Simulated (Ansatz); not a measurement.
Ansatz input

```yaml
crystal:
  lattice:
    - [0.0, 2.4564965298, 2.4564965298]
    - [2.4564965298, 0.0, 2.4564965298]
    - [2.4564965298, 2.4564965298, 0.0]
  atoms:
    - { symbol: In, position: [0.0, 0.0, 0.0] }
hamiltonian:
  xc: pbe
  pseudopotentials:
    kind: paw
    azcp:
      In: "pseudopotentials/In.paw.azcp"
basis:
  ecutwfc: 420
  fft_grid_basis: typed
kpoints:
  mp_grid: { grid: [19, 19, 19], shift: [0, 0, 0] }
magnetization:
  spin_polarized: false
scf:
  occupations: { method: fermi_dirac, width: 0.1 }
output:
  stress: true
```

Terminal output

```
Engine: ansatz 0.2.0, x86_64-unknown-linux-gnu
Pseudopotentials: kind: paw
Pseudopotential: In, paw, valence charge 13, recommended cutoff 420 eV (normal) 
Functional definition: PBE
  parameter kappa = 0.804
  parameter beta = 0.06672455060314922
  exchange = pbe_x(kappa = kappa, mu = beta*pi^2/3)
  correlation = pbe_c(beta = beta)
Crystal: 1 atoms, lattice volume = 29.647 Å³
Basis set: ecut = 420 eV, 561 PW (Γ)
Bands: 11, of which v1, the nominal top of the filled ones, is band 7 counted from 1 (6 counted from 0)
Symmetry: 48 space group operations
Space group: Fm-3m (ITA 225), of the structure as read, at distance tolerance 3.1e-5 Å
k-points: 220 of 6859
Non-local potential: In, projectors of the file, l = 0: 2, l = 1: 2, l = 2: 2, l = 3: 2
PAW form: soft (Blöchl's): semilocal exchange-correlation on the pseudo side does not see the compensation charge
PAW one-centre angular grid: In, 590 points (default); XC on 64 Gauss nodes
Initial density: superposition of atomic densities (neutral atoms: chi_scale 0, normalization atom), corrected by the library's trained network
Initial wavefunctions: pseudopotential atomic-orbital guess
Functional: x = pbe(κ = 0.804, μ = 0.2195149727645171), c = pbe(β = 0.06672455060314922)
SCF iter   1: F=—  HF=-5597.838008 eV  |F-HF|=—  |Δ(HF+E_count)|=         —  Δρ=1.11e-3  dr2=1.66e-4  ethr=1.77e-3  ⟨swp⟩=4.9  Hψ=14142  notcnv=0
SCF iter   2: F=—  HF=-5597.837572 eV  |F-HF|=—  |Δ(HF+E_count)|=   4.36e-4  Δρ=4.92e-4  dr2=5.48e-5  ethr=1.28e-6  ⟨swp⟩=2.0  Hψ=5384  notcnv=0
SCF iter   3: F=—  HF=-5597.837611 eV  |F-HF|=—  |Δ(HF+E_count)|=   3.88e-5  Δρ=4.85e-4  dr2=4.60e-5  ethr=4.22e-7  ⟨swp⟩=2.0  Hψ=3805  notcnv=0
SCF iter   4: F=—  HF=-5597.837590 eV  |F-HF|=—  |Δ(HF+E_count)|=   2.06e-5  Δρ=1.41e-4  dr2=3.74e-6  ethr=3.54e-7  ⟨swp⟩=2.7  Hψ=4061  notcnv=0
iter 5 did not close the SCF: its close was put off for the readings that it lacked (scf_convergence_deferred on its scf_iter line)
SCF iter   5: F=-5597.837588 eV  HF=-5597.837588 eV  |F-HF|=1.52e-8  |Δ(HF+E_count)|=   2.33e-6  Δρ=6.94e-6  dr2=1.56e-8  ethr=2.88e-8  ⟨swp⟩=2.0  Hψ=3588  notcnv=0
SCF iter   6: F=-5597.837588 eV  HF=-5597.837588 eV  |F-HF|=4.17e-9  |Δ(HF+E_count)|=   2.09e-8  Δρ=4.36e-6  dr2=3.32e-9  ethr=1.20e-10  ⟨swp⟩=2.2  Hψ=7618  notcnv=0
SCF 1 converged in 6 iterations: F = -5597.837588 eV  dr2 = 3.32e-9
SCF converged after 6 iterations
Free energy (F): -5597.837588 eV
Harris-Foulkes:  -5597.837588 eV  (|F-HF|=4.17e-9)
Internal energy: -5597.820388 eV  (E = F + TS)
E sigma→0 (E₀):  -5597.828988 eV
Entropy (-TS):   -0.017199 eV (-17.199 meV/atom)
Fermi energy:    8.608952 eV
--- Per-component energies (eV) ---
  E_band       = -43.340074
  E_kinetic    = 240.049179
  E_local      = -1150.411454  (includes V_loc(G=0)·N_el)
  E_nonlocal   = 365.979285
  E_hartree    = 449.346288
  E_xc         = -215.456524
  E_vxc        = -99.199529  (∫ρ·V_xc dr)
  E_paw        = -4151.823279  (= ΣΔE_a)
  E_vpaw       = -298.452444  (= ΣTr[D̂ρ^β])
  E_aug_tail   = 0.000026  (compensation charges beyond the density's cutoff)
  E_ewald      = -1135.503909
  E_smearing   = -0.017199  (= −TS)
  E_closure    = 0.000000  (closes the sum)
  Σ components = -5597.837588   (vs F -5597.837588, Δ=0.00e0)
--- Stress (GPa, compression-positive) ---
       -2.189785      -0.000000       0.000000
       -0.000000      -2.189785       0.000000
        0.000000      -0.000000      -2.189785
  P = ⅓ Tr σ = -2.1898 GPa (-21.898 kbar)
```
